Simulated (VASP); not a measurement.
# NaH (Fm-3m) in VASP: a series of runs

One crystal, NaH, is run at these levels: r2SCAN; tasks: single point, relaxation of cell and atoms.

All numbers are computed with VASP 6.6.1; they aren't measurements. Logs are shortened: lines on timing, memory, paths and dates and some standing lists are left out, and cuts for length are marked.

**1. Starting point**

The structure is cubic, space group Fm-3m (No. 225). Conventional cell: a = 4.793 Å, b = 4.793 Å, c = 4.793 Å, α = 90.00°, β = 90.00°, γ = 90.00°. Na (site symmetry m-3m) is surrounded by 6 H at 2.40 Å. Around H (site symmetry m-3m) lie 6 Na at 2.40 Å.

The cell is a database's computed one.

**2. Single point, r2SCAN**

POSCAR

```
NaH
1.0
    0.0000000000      2.3963923131      2.3963923131
    2.3963923131      0.0000000000      2.3963923131
    2.3963923131      2.3963923131      0.0000000000
Na H
1 1
Direct
    0.0000000000      0.0000000000      0.0000000000
    0.5000000000      0.5000000000      0.5000000000
```

INCAR.step1

```
ALGO = Normal
EDIFF = 1E-4
ENCUT = 520
GGA = PE
ISMEAR = 0
LASPH = True
LCHARG = False
LREAL = False
LWAVE = True
NBANDS = 11
NELM = 100
PREC = Accurate
SIGMA = 0.02
```

INCAR.step2

```
ALGO = Normal
EDIFF = 1E-7
ENCUT = 520
ISIF = 2
ISMEAR = 0
ISTART = 1
LASPH = True
LCHARG = False
LMIXTAU = True
LREAL = False
LWAVE = False
METAGGA = R2SCAN
NBANDS = 11
NELM = 100
PREC = Accurate
SIGMA = 0.02
```

KPOINTS

```
k-points
0
Gamma
  8 8 8
```

Potentials or basis: VASP PAW PBE potentials, release 64 (Na_pv, H).

On the command line:

```bash
$ cat potpaw_PBE.64/Na_pv/POTCAR potpaw_PBE.64/H/POTCAR > POTCAR
$ cp INCAR.step1 INCAR
$ mpirun -np 1 vasp_std > vasp.out
$ cp INCAR.step2 INCAR
$ mpirun -np 1 vasp_std > vasp.out
```

OUTCAR:

```text
EDIFF = 1E-7
   ENCUT = 520
   ISIF = 2
   ISMEAR = 0
   ISTART = 1
   LASPH = True
   LREAL = False
   METAGGA = R2SCAN
   NELM = 100
   PREC = Accurate

 ion  position               nearest neighbor table
   1  0.000  0.000  0.000-
   2  0.500  0.500  0.500-

  LATTYP: Found a face centered cubic cell.
 ALAT       =     4.7927846262

  Lattice vectors:

 A1 = (   0.0000000000,   2.3963923131,   2.3963923131)
 A2 = (   2.3963923131,   0.0000000000,   2.3963923131)
 A3 = (   2.3963923131,   2.3963923131,   0.0000000000)

Analysis of symmetry for initial positions (statically):
=====================================================================
 Subroutine PRICEL returns:
 Original cell was already a primitive cell.

 Routine SETGRP: Setting up the symmetry group for a
 face centered cubic supercell.

 Subroutine GETGRP returns: Found 48 space group operations
 (whereof 48 operations were pure point group operations)
 out of a pool of 48 trial point group operations.

The static configuration has the point symmetry O_h .

Analysis of symmetry for dynamics (positions and initial velocities):
=====================================================================
 Subroutine PRICEL returns:
 Original cell was already a primitive cell.

 Routine SETGRP: Setting up the symmetry group for a
 face centered cubic supercell.

 Subroutine GETGRP returns: Found 48 space group operations
 (whereof 48 operations were pure point group operations)
 out of a pool of 48 trial point group operations.

The dynamic configuration has the point symmetry O_h .

 Subroutine INISYM returns: Found 48 space group operations
 (whereof 48 operations are pure point group operations),
 and found     1 'primitive' translations

----------------------------------------------------------------------------------------

                                     Primitive cell

  volume of cell :      27.5235

  direct lattice vectors                    reciprocal lattice vectors
     0.000000000  2.396392313  2.396392313    -0.208646972  0.208646972  0.208646972
     2.396392313  0.000000000  2.396392313     0.208646972 -0.208646972  0.208646972
     2.396392313  2.396392313  0.000000000     0.208646972  0.208646972 -0.208646972

  length of vectors
     3.389010510  3.389010510  3.389010510     0.361387156  0.361387156  0.361387156

  position of ions in fractional coordinates (direct lattice)
     0.000000000  0.000000000  0.000000000
     0.500000000  0.500000000  0.500000000

  ion indices of the primitive-cell ions
   primitive index   ion index
                 1           1
                 2           2

----------------------------------------------------------------------------------------

 KPOINTS: k-points

Automatic generation of k-mesh.
 Grid dimensions read from file:
 generate k-points for:    8    8    8

 Generating k-lattice:

  Cartesian coordinates                     Fractional coordinates (reciprocal lattice)
    -0.026080872  0.026080872  0.026080872     0.125000000  0.000000000  0.000000000
     0.026080872 -0.026080872  0.026080872     0.000000000  0.125000000  0.000000000
     0.026080872  0.026080872 -0.026080872     0.000000000  0.000000000  0.125000000

  Length of vectors
     0.045173395  0.045173395  0.045173395

  Shift w.r.t. Gamma in fractional coordinates (k-lattice)
     0.000000000  0.000000000  0.000000000

 Subroutine IBZKPT returns following result:
 ===========================================

 Found     29 irreducible k-points:

 Following reciprocal coordinates:
            Coordinates               Weight
  0.000000  0.000000  0.000000      1.000000
  0.125000  0.000000  0.000000      8.000000
  0.250000  0.000000  0.000000      8.000000
  0.375000  0.000000  0.000000      8.000000
  0.500000  0.000000  0.000000      4.000000
  0.125000  0.125000  0.000000      6.000000
[... 16 lines left out ...]
  0.500000  0.250000  0.125000     48.000000
 -0.375000  0.250000  0.125000     24.000000
 [... further k-points ...]
   k-points           NKPTS =     29   k-points in BZ     NKDIM =     29   number of bands    NBANDS=     11
   number of dos      NEDOS =    301   number of ions     NIONS =      2
   total plane-waves  NPLWV =  21952
   dimension x,y,z NGX =    28 NGY =   28 NGZ =   28
   dimension x,y,z NGXF=    56 NGYF=   56 NGZF=   56
   ions per type =               1   1
   NGX,Y,Z   is equivalent  to a cutoff of  13.74, 13.74, 13.74 a.u.
   NGXF,Y,Z  is equivalent  to a cutoff of  27.47, 27.47, 27.47 a.u.
 SYSTEM =  unknown system
   PREC   = accura    normal or accurate (medium, high low for compatibility)
   ISTART =      1    job   : 0-new  1-cont  2-samecut
   ICHARG =      0    charge: 1-file 2-atom 10-const
   ISPIN  =      1    spin polarized calculation?
   LNONCOLLINEAR =      F non collinear calculations
   LSORBIT =      F    spin-orbit coupling
   LASPH  =      T    aspherical Exc in radial PAW
   ENCUT  =  520.0 eV  38.22 Ry    6.18 a.u.   6.30  6.30  6.30*2*pi/ulx,y,z
   NELM   =    100;   NELMIN=  2; NELMDL=  0     # of ELM steps
   EDIFF  = 0.1E-06   stopping-criterion for ELM
   LREAL  =      F    real-space projection
   EDIFFG = 0.1E-05   stopping-criterion for IOM
   NSW    =      0    number of steps for IOM
   IBRION =     -1    ionic relax: 0-MD 1-quasi-New 2-CG
   NFREE  =      0    steps in history (QN), initial steepest desc. (CG)
   ISIF   =      2    stress and relaxation
   ISYM   =      2    0-nonsym 1-usesym 2-fastsym
   POTIM  = 0.5000    time-step for ionic-motion
   TEBEG  =    0.0;   TEEND  =   0.0 temperature during run
   PSTRESS=    0.0 pullay stress
   NELECT =       8.0000    total number of electrons
   NUPDOWN=      -1.0000    fix difference up-down
   EMIN   =  10.00;   EMAX   =-10.00  energy-range for DOS
   EFERMI =   0.00;   METHOD = LEGACY
   ISMEAR =     0;   SIGMA  =   0.02  broadening in eV -4-tet -1-fermi 0-gaus
   EFERMI_NEDOS =   21; number of points for ismear=-14 and -15
   IALGO  =     38    algorithm
   IMIX   =      4    mixing-type and parameters
     AMIX     =   0.40;   BMIX     =  1.00
     AMIX_MAG =   1.60;   BMIX_MAG =  1.00
  volume/ion in A,a.u.               =      13.76        92.87
  Fermi-wavevector in a.u.,A,eV,Ry     =   1.084435  2.049285 16.000445  1.176000
  Thomas-Fermi vector in A             =   2.220525
   LORBIT       =      0    0 simple, 1 ext, 2 COOP (PROOUT), +10 PAW based schemes
   METAGGA = R2SCAN    functional components
   LHFCALC =     F    Hartree Fock is set to
   AEXX    =    0.0000 exact exchange contribution
   IVDW    =     0    specifies the selected vdW correction
   LEPSILON=     F    determine dielectric tensor
   LRPA    =     F    only Hartree local field effects (RPA)
 non-spin polarized calculation
 Gauss-broadening in eV      SIGMA  =   0.02
  energy-cutoff  :      520.00
  volume of cell :       27.52
 maximum number of plane-waves:       754
 NGX is ok and might be reduce to    28
   NGX = 13   NGY = 13   NGZ = 13

 number of electron       7.9999992 magnetization

 Free energy of the ion-electron system (eV)
  ---------------------------------------------------
  ext. energy  EPLUGINS =         0.00000000
  ---------------------------------------------------
  free energy    TOTEN  =        -7.60253078 eV

  energy without entropy =       -7.60253078  energy(sigma->0) =       -7.60253078

 E-fermi :  -1.1767     XC(G=0):  -8.2294

 val. band max:       -1.3776143092   @ k =  -0.2500   0.5000   0.2500
 cond. band min:       3.0360779200   @ k =   0.5000   0.0000   0.0000
 fundamental gap:      4.4136922293
 Fermi energy:        -1.1767041332

 k-point     1 :       0.0000    0.0000    0.0000
  band No.  band energies     occupation
      1     -24.2320      2.00000
      2     -24.2317      2.00000
      3     -24.2317      2.00000
      4      -4.9969      2.00000
      5      10.2920      0.00000
      6      15.1621      0.00000
      7      15.1621      0.00000
      8      15.1621      0.00000
      9      16.1487      0.00000
     10      16.1487      0.00000
     11      16.1487      0.00000

 k-point     2 :       0.1250    0.0000    0.0000
  band No.  band energies     occupation
      1     -24.2460      2.00000
      2     -24.2336      2.00000
      3     -24.2333      2.00000
      4      -4.7213      2.00000
      5       9.2349      0.00000
      6      12.5900      0.00000
      7      14.3367      0.00000
      8      14.3368      0.00000
      9      17.0478      0.00000
     10      17.0480      0.00000
     11      17.4341      0.00000

 k-point     3 :       0.2500    0.0000    0.0000
  band No.  band energies     occupation
      1     -24.2804      2.00000
      2     -24.2375      2.00000
      3     -24.2372      2.00000
      4      -3.9421      2.00000
      5       6.6424      0.00000
      6      11.2102      0.00000
      7      13.4519      0.00000
      8      13.4522      0.00000
      9      17.2332      0.00000
     10      17.2339      0.00000
     11      18.8581      0.00000

 k-point     4 :       0.3750    0.0000    0.0000
  band No.  band energies     occupation
      1     -24.3142      2.00000
      2     -24.2415      2.00000
      3     -24.2412      2.00000
      4      -2.8678      2.00000
      5       4.1691      0.00000
      6      10.6491      0.00000
      7      12.8856      0.00000
      8      12.8860      0.00000
      9      16.7080      0.00000
     10      16.7088      0.00000
     11      19.2031      0.00000

 k-point     5 :       0.5000    0.0000    0.0000
  band No.  band energies     occupation
      1     -24.3281      2.00000
      2     -24.2431      2.00000
      3     -24.2428      2.00000
      4      -2.2222      2.00000
      5       3.0361      0.00000
      6      10.4896      0.00000
      7      12.6907      0.00000
      8      12.6911      0.00000
      9      16.4870      0.00000
     10      16.4879      0.00000
     11      19.0360      0.00000
[... 211 lines left out ...]
 k-point    21 :       0.5000    0.5000    0.0000
  band No.  band energies     occupation
      1     -24.3165      2.00000
      2     -24.2643      2.00000
      3     -24.2641      2.00000
      4      -1.5511      2.00000
      5       3.8659      0.00000
      6       9.4239      0.00000
      7      10.1688      0.00000
      8      10.1688      0.00000
      9      11.9375      0.00000
     10      23.8945      0.00000
     11      25.5403      0.00000

 k-point    22 :       0.3750    0.2500    0.1250
  band No.  band energies     occupation
      1     -24.2881      2.00000
      2     -24.2541      2.00000
      3     -24.2427      2.00000
      4      -3.3196      2.00000
      5       6.2502      0.00000
      6       8.6240      0.00000
      7      11.8151      0.00000
      8      14.7173      0.00000
      9      15.3506      0.00000
     10      17.9990      0.00000
     11      20.7770      0.00000

 k-point    23 :       0.5000    0.2500    0.1250
  band No.  band energies     occupation
      1     -24.3056      2.00000
      2     -24.2639      2.00000
      3     -24.2477      2.00000
      4      -2.3797      2.00000
      5       4.6967      0.00000
      6       7.4400      0.00000
      7      10.9432      0.00000
      8      14.8648      0.00000
      9      16.0579      0.00000
     10      18.2063      0.00000
     11      20.5217      0.00000

 k-point    24 :      -0.3750    0.2500    0.1250
  band No.  band energies     occupation
      1     -24.3132      2.00000
      2     -24.2668      2.00000
      3     -24.2507      2.00000
      4      -1.8500      2.00000
      5       3.8400      0.00000
      6       7.1731      0.00000
      7      10.5852      0.00000
      8      14.8324      0.00000
      9      15.9138      0.00000
     10      19.3125      0.00000
     11      21.5181      0.00000

 [... further k-points ...]
[... 5 lines left out ...]
  --------------------------------------------------------------------------------------
  -------------------------------------------------------------------------------------
  Total       -0.0470657     -0.0470657     -0.0470657      0.0000000     -0.0000000      0.0000000
  in kB       -2.7397498     -2.7397498     -2.7397498      0.0000000     -0.0000000      0.0000000
  external PRESSURE =      -2.7397498 kB  Pullay stress =       0.0000000 kB

 VOLUME and BASIS-vectors are now :
 -----------------------------------------------------------------------------
  energy-cutoff  :      520.00
  volume of cell :       27.52
      direct lattice vectors                 reciprocal lattice vectors
     0.000000000  2.396392313  2.396392313    -0.208646972  0.208646972  0.208646972
     2.396392313  0.000000000  2.396392313     0.208646972 -0.208646972  0.208646972
     2.396392313  2.396392313  0.000000000     0.208646972  0.208646972 -0.208646972

 POSITION                                       TOTAL-FORCE (eV/Angst)
 -----------------------------------------------------------------------------------
      0.00000      0.00000      0.00000        -0.000000      0.000000     -0.000000
      2.39639      2.39639      2.39639         0.000000     -0.000000      0.000000
 -----------------------------------------------------------------------------------
    total drift:                               -0.000000     -0.000000     -0.000000

  FREE ENERGIE OF THE ION-ELECTRON SYSTEM (eV)
  ---------------------------------------------------
  free  energy   TOTEN  =        -7.6025307788 eV

  energy  without entropy=       -7.6025307788  energy(sigma->0) =       -7.60253078
```

Run time: 22 s. Hardware: 1 thread of Intel Xeon 6975P-C (Granite Rapids), shared host; peak memory 0.16 GiB.

Results:

| Quantity | Value |
| --- | --- |
| Free energy | -7.6025 eV |
| Pressure | -0.3 GPa |
| Band gap on the k mesh | 4.41 eV, indirect (least direct gap 5.26 eV) |

Caveat: the PAW data sets were made with another functional, which shifts forces and pressure a little. r2SCAN opens gaps a little over a GGA but as a rule still falls short of measured ones.

**3. Relaxation of cell and atoms, r2SCAN**

This run uses another cell than the first one, of 13.59 Å³/atom, 0.988 times its volume.

POSCAR

```
NaH
1.0
    0.0000000000      2.3864220000      2.3864220000
    2.3864220000      0.0000000000      2.3864220000
    2.3864220000      2.3864220000      0.0000000000
Na H
1 1
Direct
    0.0000000000      0.0000000000      0.0000000000
    0.5000000000      0.5000000000      0.5000000000
```

INCAR.step1

```
SYSTEM = NaH
PREC = Accurate
ENCUT = 600
ISMEAR = 0
SIGMA = 0.02
LREAL = .FALSE.
LASPH = .TRUE.
NELM = 100
GGA = PE
ALGO = Normal
EDIFF = 1E-4
LWAVE = .TRUE.
LCHARG = .FALSE.
```

INCAR.step2

```
SYSTEM = NaH
PREC = Accurate
ENCUT = 600
EDIFF = 1E-6
ISMEAR = 0
SIGMA = 0.02
LREAL = .FALSE.
LASPH = .TRUE.
NELM = 100
ALGO = Normal
ISIF = 3
LWAVE = .FALSE.
LCHARG = .FALSE.
METAGGA = R2SCAN
LMIXTAU = .TRUE.
IBRION = 2
NSW = 70
EDIFFG = -0.02
ISTART = 1
```

KPOINTS

```
regular mesh
0
G
  8 8 8
  0 0 0
```

Potentials or basis: VASP PAW PBE potentials, release 64 (Na_pv, H).

On the command line:

```bash
$ cat potpaw_PBE.64/Na_pv/POTCAR potpaw_PBE.64/H/POTCAR > POTCAR
$ cp INCAR.step1 INCAR
$ mpirun -np 1 vasp_std > vasp.out
$ cp INCAR.step2 INCAR
$ mpirun -np 1 vasp_std > vasp.out
```

OUTCAR:

```text
SYSTEM = NaH
   PREC = Accurate
   ENCUT = 600
   EDIFF = 1E-6
   ISMEAR = 0
   LREAL = .FALSE.
   LASPH = .TRUE.
   NELM = 100
   ISIF = 3
   METAGGA = R2SCAN
   IBRION = 2
   NSW = 70
   EDIFFG = -0.02
   ISTART = 1

 ion  position               nearest neighbor table
   1  0.000  0.000  0.000-
   2  0.500  0.500  0.500-

  LATTYP: Found a face centered cubic cell.
 ALAT       =     4.7728440000

  Lattice vectors:

 A1 = (   0.0000000000,   2.3864220000,   2.3864220000)
[... 442 lines left out ...]
      2     -24.2066      2.00000
      3     -24.1898      2.00000
      4      -1.8146      2.00000
      5       3.9081      0.00000
      6       7.2635      0.00000
      7      10.7086      0.00000
      8      14.9980      0.00000

 [... further k-points ...]
[... 5 lines left out ...]
  --------------------------------------------------------------------------------------
  -------------------------------------------------------------------------------------
  Total        0.0110893      0.0110893      0.0110893      0.0000000     -0.0000000     -0.0000000
  in kB        0.6536446      0.6536446      0.6536446      0.0000000     -0.0000000     -0.0000000
  external PRESSURE =       0.6536446 kB  Pullay stress =       0.0000000 kB

 VOLUME and BASIS-vectors are now :
 -----------------------------------------------------------------------------
  energy-cutoff  :      600.00
  volume of cell :       27.18
      direct lattice vectors                 reciprocal lattice vectors
     0.000000000  2.386422000  2.386422000    -0.209518685  0.209518685  0.209518685
     2.386422000  0.000000000  2.386422000     0.209518685 -0.209518685  0.209518685
     2.386422000  2.386422000  0.000000000     0.209518685  0.209518685 -0.209518685

 POSITION                                       TOTAL-FORCE (eV/Angst)
 -----------------------------------------------------------------------------------
      0.00000      0.00000      0.00000         0.000000     -0.000000     -0.000000
      2.38642      2.38642      2.38642         0.000000      0.000000      0.000000
 -----------------------------------------------------------------------------------
    total drift:                               -0.000000     -0.000000     -0.000000

  FREE ENERGIE OF THE ION-ELECTRON SYSTEM (eV)
  ---------------------------------------------------
  free  energy   TOTEN  =        -7.6037509259 eV

  energy  without entropy=       -7.6037509259  energy(sigma->0) =       -7.60375093

 reached required accuracy - stopping structural energy minimisation
```

OSZICAR.step1:

```text
N       E                     dE             d eps       ncg     rms          rms(c)
DAV:   1     0.177177536018E+02    0.17718E+02   -0.52383E+03   464   0.113E+03
DAV:   2    -0.496051013560E+01   -0.22678E+02   -0.22353E+02   472   0.134E+02
DAV:   3    -0.551378635329E+01   -0.55328E+00   -0.55328E+00   616   0.286E+01
DAV:   4    -0.551623017875E+01   -0.24438E-02   -0.24438E-02   576   0.177E+00
DAV:   5    -0.551624156597E+01   -0.11387E-04   -0.11387E-04   624   0.104E-01    0.322E+00
DAV:   6    -0.517529709339E+01    0.34094E+00   -0.39893E-01   496   0.393E+00    0.150E+00
DAV:   7    -0.508047291134E+01    0.94824E-01   -0.38661E-01   496   0.300E+00    0.341E-01
DAV:   8    -0.508483325732E+01   -0.43603E-02   -0.94024E-03   504   0.130E+00    0.636E-02
DAV:   9    -0.508485980240E+01   -0.26545E-04   -0.12624E-03   496   0.476E-01    0.214E-02
DAV:  10    -0.508483920746E+01    0.20595E-04   -0.60419E-05   312   0.670E-02
   1 F= -.50848392E+01 E0= -.50848392E+01  d E =-.612400E-12
```

Wall time 14 s (1 thread of Intel Xeon 6975P-C (Granite Rapids), shared host); peak memory 0.15 GiB.

Results:

```yaml
Free_energy: -7.6038 eV
Pressure_after_relaxing: 0.1 GPa
Band_gap_on_the_k_mesh: 4.44 eV, indirect (least direct gap 5.29 eV)
```

Final structure:
```xyz
2
Lattice="0.0000 2.3864 2.3864 2.3864 0.0000 2.3864 2.3864 2.3864 0.0000" Properties=species:S:1:pos:R:3 pbc="T T T"
Na    0.0000    0.0000    0.0000
H     2.3864    2.3864    2.3864
```

Caveat: the relaxation stopped at its first step, so nothing moved; the PAW data sets were made with another functional, which shifts forces and pressure a little.
